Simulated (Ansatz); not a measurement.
# ZnS (F-43m) in Ansatz: settings compared

Aim: see how the results for ZnS move with the level of theory and the settings. Levels: BHLYP+D4, B3LYP5. Tasks: electrostatic potential, single point.

Program: Ansatz 0.2.0. These are calculated values, not measurements. Logs are shortened: lines on timing, memory, paths and dates and some standing lists are left out, and cuts for length are marked.

**Measured values to compare with.**

“Electronic, vibrational, and thermodynamic properties of ZnS (zincblende and rocksalt structure)”, 2009, arxiv:0911.5022 quotes, for a bulk crystal of ZnS at 19 K: band gap 3.85 eV (direct).

The results are compared with them further down.

## (1) The crystal as given

The structure is cubic, space group F-43m (No. 216). Conventional cell: a = 5.404 Å, b = 5.404 Å, c = 5.404 Å, α = 90.00°, β = 90.00°, γ = 90.00°. Zn (site symmetry -43m) has 4 S at 2.34 Å as nearest neighbours. Around S (site symmetry -43m) lie 4 Zn at 2.34 Å.

## (2) Electrostatic potential, BHLYP+D4, collinear spin, ferromagnetic start

run.py

```python
import json

import ase.io
import numpy as np
import spglib

import ansatz as az

atoms = ase.io.read("ZnS.cif")
cell, frac, numbers = spglib.find_primitive((atoms.cell[:], atoms.get_scaled_positions(), atoms.numbers), symprec=1e-5)
atoms = ase.Atoms(numbers, cell=cell, scaled_positions=frac, pbc=True)
atoms.set_initial_magnetic_moments([0.5, 0.0])

calculation = (
    az.Crystal.from_ase(atoms)
    .calculation()
    .kpoints(6, 6, 6)
    .functional(az.LibraryFunctional(name="BHLYP"), dispersion="d4")
    .pseudopotentials(kind="paw", level="accurate")
    .spin("collinear")
    .occupations(method="gaussian", width=0.02)
    .density()
    .potential()
    .output_files(volumetric_format="npy")
    .electron_localization_function()
    .forces()
    .stress()
    .band_table(publish=True)
)
outcome = calculation.run(threads=2, events_out="events.jsonl")

report = outcome.report
for line in open("events.jsonl"):
    event = json.loads(line)
    if event["event"] == "scf_iter":
        d = event["data"]
        print(f"SCF {d['iter']:3d}  HF = {d['harris_foulkes_ev']:.6f} eV  dr2 = {d['dr2_ev']:.2e} eV")
    elif event["event"] in ("relax_step", "md_step"):
        d = event["data"]
        print(f"{event['event']} {d['step']:3d}  E = {d['lagrangian_ev']:.6f} eV")
np.set_printoptions(precision=5, suppress=True, linewidth=110)
print("converged:", report["converged"], "after", report["n_iterations"], "iterations")
print(f"free energy {report['free_energy_ev']:.6f} eV, Fermi level {report['fermi_energy_ev']:.4f} eV")
for key in ("band_edges_ev", "magnetization_mub", "site_moments_mub", "site_moments_nc_mub", "forces_ev_ang",
                "stress_gpa"):
    if report.get(key) is not None:
        print(key, np.array(report[key]), sep="\n")
```

ZnS.cif

```cif
data_ZnS
_cell_length_a 5.40400000
_cell_length_b 5.40400000
_cell_length_c 5.40400000
_cell_angle_alpha 90.00000000
_cell_angle_beta 90.00000000
_cell_angle_gamma 90.00000000
_space_group_name_H-M_alt 'F-43m'
_space_group_name_Hall 'F -4 2 3'
_space_group_IT_number 216
loop_
_space_group_symop_operation_xyz
'x,y,z'
'y,-x,-z'
'-x,-y,z'
'-y,x,-z'
'x,-y,-z'
'y,x,z'
'-x,y,-z'
'-y,-x,z'
'z,x,y'
'-z,y,-x'
'z,-x,-y'
'-z,-y,x'
'-z,x,-y'
'z,y,x'
'-z,-x,y'
'z,-y,-x'
'y,z,x'
'-x,-z,y'
'-y,z,-x'
'x,-z,-y'
'-y,-z,x'
'x,z,y'
'y,-z,-x'
'-x,z,-y'
'x,y+1/2,z+1/2'
'y,-x+1/2,-z+1/2'
'-x,-y+1/2,z+1/2'
'-y,x+1/2,-z+1/2'
'x,-y+1/2,-z+1/2'
'y,x+1/2,z+1/2'
'-x,y+1/2,-z+1/2'
'-y,-x+1/2,z+1/2'
'z,x+1/2,y+1/2'
'-z,y+1/2,-x+1/2'
'z,-x+1/2,-y+1/2'
'-z,-y+1/2,x+1/2'
'-z,x+1/2,-y+1/2'
'z,y+1/2,x+1/2'
'-z,-x+1/2,y+1/2'
'z,-y+1/2,-x+1/2'
'y,z+1/2,x+1/2'
'-x,-z+1/2,y+1/2'
'-y,z+1/2,-x+1/2'
'x,-z+1/2,-y+1/2'
'-y,-z+1/2,x+1/2'
'x,z+1/2,y+1/2'
'y,-z+1/2,-x+1/2'
'-x,z+1/2,-y+1/2'
'x+1/2,y,z+1/2'
'y+1/2,-x,-z+1/2'
'-x+1/2,-y,z+1/2'
'-y+1/2,x,-z+1/2'
'x+1/2,-y,-z+1/2'
'y+1/2,x,z+1/2'
'-x+1/2,y,-z+1/2'
'-y+1/2,-x,z+1/2'
'z+1/2,x,y+1/2'
'-z+1/2,y,-x+1/2'
'z+1/2,-x,-y+1/2'
'-z+1/2,-y,x+1/2'
'-z+1/2,x,-y+1/2'
'z+1/2,y,x+1/2'
'-z+1/2,-x,y+1/2'
'z+1/2,-y,-x+1/2'
'y+1/2,z,x+1/2'
'-x+1/2,-z,y+1/2'
'-y+1/2,z,-x+1/2'
'x+1/2,-z,-y+1/2'
'-y+1/2,-z,x+1/2'
'x+1/2,z,y+1/2'
'y+1/2,-z,-x+1/2'
'-x+1/2,z,-y+1/2'
'x+1/2,y+1/2,z'
'y+1/2,-x+1/2,-z'
'-x+1/2,-y+1/2,z'
'-y+1/2,x+1/2,-z'
'x+1/2,-y+1/2,-z'
'y+1/2,x+1/2,z'
'-x+1/2,y+1/2,-z'
'-y+1/2,-x+1/2,z'
'z+1/2,x+1/2,y'
'-z+1/2,y+1/2,-x'
'z+1/2,-x+1/2,-y'
'-z+1/2,-y+1/2,x'
'-z+1/2,x+1/2,-y'
'z+1/2,y+1/2,x'
'-z+1/2,-x+1/2,y'
'z+1/2,-y+1/2,-x'
'y+1/2,z+1/2,x'
'-x+1/2,-z+1/2,y'
'-y+1/2,z+1/2,-x'
'x+1/2,-z+1/2,-y'
'-y+1/2,-z+1/2,x'
'x+1/2,z+1/2,y'
'y+1/2,-z+1/2,-x'
'-x+1/2,z+1/2,-y'
loop_
_atom_site_label
_atom_site_type_symbol
_atom_site_symmetry_multiplicity
_atom_site_Wyckoff_symbol
_atom_site_fract_x
_atom_site_fract_y
_atom_site_fract_z
_atom_site_occupancy
Zn1 Zn 4 c 0.2500000000 0.2500000000 0.2500000000 1
S1 S 4 a 0.0000000000 0.0000000000 0.0000000000 1
```

Potentials or basis: Ansatz PAW accurate.

Command:

```
python run.py
```

Log:

```text
DeckWarning: basis.ecutwfc = 800 eV, auto-derived from the records' recommended cutoffs: set by Zn (high level, which level: accurate takes where it reads no accurate dataset)
DeckWarning: S: the run uses an accurate dataset of the element's file, not its first; total energies, energy levels and electrostatic potentials count from another zero than in a run on the first, so that none of them can be subtracted between the two: in runs that are compared use one dataset of each element (`hamiltonian.pseudopotentials.level`, or `#standard`, `#accurate` or another label behind a path under `hamiltonian.pseu [...]
DeckWarning: S: the frozen core of the record relaxes in the run; the density that this induces, of no net charge, counts in the energy, the forces and the stress and is in none of the fields that output.write_density writes, but for the moments of the core's response to a field; where the core is relaxed in the converged state, core_induced_density.tsv beside their files holds, by atom and radius, the spherical part of it alone, [...]
DeckWarning: output.stress: scf.convergence.dr2_threshold = 1e-7 eV (the SCF's general default) is looser than the 2e-10 eV advised for a printed stress (1e-10 eV for each atom of the cell: 2). What an SCF threshold leaves in a stress goes as its square root, and in the free energy as the threshold itself, and one threshold admits the most on a small cell: of the crystals measured, under no hybrid functional and no lock of the mo [...]
DeckWarning: output.stress: scf.exx.energy_threshold = 1e-6 eV is looser than the 2e-8 eV advised for a stress under a hybrid functional (1e-8 eV for each atom of the cell: 2). Every SCF of the exchange loop can meet its threshold on dr2 while the loop round them stops early: no threshold on dr2 bounds what that leaves in the stress. Set scf.exx.energy_threshold to 2e-8 eV or tighter. The threshold is the loop's pass mark: a loop [...]
PlacementWarning: RAYON_NUM_THREADS=2 ignored (pool sized by the plan → 2); use plan(threads=…)
RunWarning: the starting moments were not kept: the SCF closed with an absolute magnetisation of 1.8e-7 μB, where they sum to 0.5 μB in size (1 site). That is at most 0.1 of that sum. Measured as dr2_m measures the in/out step, that magnetisation stands 5.6e-15 eV from none, at or under the dr2_threshold of 1.0e-7 eV: it is no larger than a step whose dr2_m would equal this threshold. The system may hold no moment; this SCF show [...]
SCF   1  HF = -8401.898440 eV  dr2 = 5.90e-01 eV
SCF   2  HF = -8401.783220 eV  dr2 = 1.01e-01 eV
SCF   3  HF = -8401.785225 eV  dr2 = 2.35e-02 eV
SCF   4  HF = -8401.793339 eV  dr2 = 3.10e-03 eV
SCF   5  HF = -8401.797554 eV  dr2 = 8.63e-05 eV
SCF   6  HF = -8401.799407 eV  dr2 = 3.60e-05 eV
SCF   7  HF = -8401.800373 eV  dr2 = 4.32e-07 eV
SCF   8  HF = -8401.800875 eV  dr2 = 1.76e-07 eV
SCF   9  HF = -8401.801421 eV  dr2 = 3.61e-06 eV
SCF  10  HF = -8401.801423 eV  dr2 = 8.65e-06 eV
[... 8 lines left out ...]
SCF   1  HF = -8397.548491 eV  dr2 = 3.48e-05 eV
SCF   2  HF = -8397.548510 eV  dr2 = 1.51e-05 eV
SCF   3  HF = -8397.548508 eV  dr2 = 3.05e-06 eV
SCF   4  HF = -8397.548506 eV  dr2 = 2.18e-07 eV
SCF   5  HF = -8397.548506 eV  dr2 = 3.68e-08 eV
SCF   6  HF = -8397.548506 eV  dr2 = 6.24e-09 eV
SCF   1  HF = -8397.548507 eV  dr2 = 2.74e-08 eV
SCF   2  HF = -8397.548507 eV  dr2 = 1.33e-08 eV
SCF   3  HF = -8397.548507 eV  dr2 = 1.03e-08 eV
SCF   4  HF = -8397.548507 eV  dr2 = 1.80e-09 eV
converged: True after 28 iterations
free energy -8397.548507 eV, Fermi level 8.0156 eV
band_edges_ev
[ 5.02061 11.01049]
magnetization_mub
0.0
site_moments_mub
[ 0. -0.]
forces_ev_ang
[[-0.  0.  0.]
 [ 0.  0. -0.]]
stress_gpa
[[-0.7788 -0.     -0.    ]
 [-0.     -0.7788  0.    ]
 [ 0.      0.     -0.7788]]
```

Run time: 3.1 min. Hardware: 2 threads of Arm Neoverse V2, shared host; peak memory 3.3 GiB.

Results:

```
Free energy            : -8397.5485 eV
Pressure               : -0.8 GPa
Band gap on the k mesh : 5.99 eV, direct
Net moment             : 0.00 μB per cell
Absolute moment        : 0.00 μB per cell
```

Caveat: the potentials were made for another functional, which shifts forces and pressure; the starting moments weren't kept; the thresholds are loose for stress.

## (3) Single point, B3LYP5

run.py

```python
import json

import ase.io
import numpy as np
import spglib
from ase.calculators.calculator import CalculationFailed, Calculator
from ase.stress import full_3x3_to_voigt_6_stress
from ase.units import GPa

import ansatz as az

class AnsatzCalculator(Calculator):
    implemented_properties = ["energy", "free_energy", "forces", "stress", "magmom"]

    def calculate(self, atoms, properties, system_changes):
        super().calculate(atoms, properties, system_changes)
        structure = atoms.copy()
        structure.set_constraint()
        structure.set_momenta(None)
        structure.set_masses(None)
        outcome = (
            az.Crystal.from_ase(structure)
            .calculation()
            .basis(xc_grid=2)
            .kpoints(6, 6, 6)
            .functional("b3lyp5")
            .pseudopotentials(kind="paw", level="accurate")
            .scf(tolerance=2e-10)
            .occupations(method="fermi_dirac", width=0.05)
            .forces()
            .stress()
            .run(threads=2)
        )
        if not outcome.report["converged"]:
            raise CalculationFailed("SCF not converged")
        report = outcome.report
        self.results = {
            "free_energy": report["lagrangian_ev"],
            "energy": report["lagrangian_ev"],
            "forces": np.array(report["forces_ev_ang"]),
            "stress": -GPa * full_3x3_to_voigt_6_stress(report["stress_gpa"]),
            "magmom": report["magnetization_mub"],
        }

np.set_printoptions(precision=5, suppress=True, linewidth=110)
atoms = ase.io.read("ZnS.cif")
cell, frac, numbers = spglib.find_primitive((atoms.cell[:], atoms.get_scaled_positions(), atoms.numbers), symprec=1e-5)
atoms = ase.Atoms(numbers, cell=cell, scaled_positions=frac, pbc=True)
atoms.calc = AnsatzCalculator()
print(f"free energy {atoms.get_potential_energy():.6f} eV")
print("forces (eV/A)", atoms.get_forces(), sep="\n")
print("stress (GPa, Voigt, tension positive)", atoms.get_stress() / GPa, sep="\n")
print(f"moment {atoms.get_magnetic_moment():.4f} muB")
```

ZnS.cif is that of step 2.

Potentials or basis: Ansatz PAW accurate.

Command:

```
python run.py
```

Wall time 66 s (2 threads of Arm Neoverse V2, shared host); peak memory 4.3 GiB.

Results (log left out):

```yaml
Free_energy: -8394.9994 eV
Pressure: 4.0 GPa
Band_gap_on_the_k_mesh: 3.60 eV, direct
```

Levels at points of the mesh, in eV from the valence-band top:
| k point | band 10 | band 11 | band 12 | band 13 | band 14 |
| --- | --- | --- | --- | --- | --- |
| (0.00, 0.00, 0.00) | -7.31 | 0.00 | 0.00 | 0.00 | 3.60 |
| (0.00, 0.00, -0.50) | -7.08 | -5.54 | -0.90 | -0.90 | 4.86 |
| (0.00, -0.50, -0.50) | -7.04 | -4.97 | -2.31 | -2.31 | 4.89 |

Caveat: the potentials were made for another functional, which shifts forces and pressure; the thresholds are loose for stress.

## (4) Against experiment

Step 2. Against the measured gap of ZnS, 3.85 eV (direct; 19 K; quoted in “Electronic, vibrational, and thermodynamic properties of ZnS (zincblende and rocksalt structure)”, 2009, arxiv:0911.5022), the calculated 5.99 eV is off by +2.14 eV. So large a miss can be the level of theory's own, or it may mean another phase, state or a wrong row. The value is that of BHLYP+D4, without temperature or zero-point motion.

Step 3. Measured gap of ZnS: 3.85 eV (direct; 19 K; quoted in “Electronic, vibrational, and thermodynamic properties of ZnS (zincblende and rocksalt structure)”, 2009, arxiv:0911.5022). This calculation gives 3.60 eV (-0.25 eV). The value is that of B3LYP5, without temperature or zero-point motion.
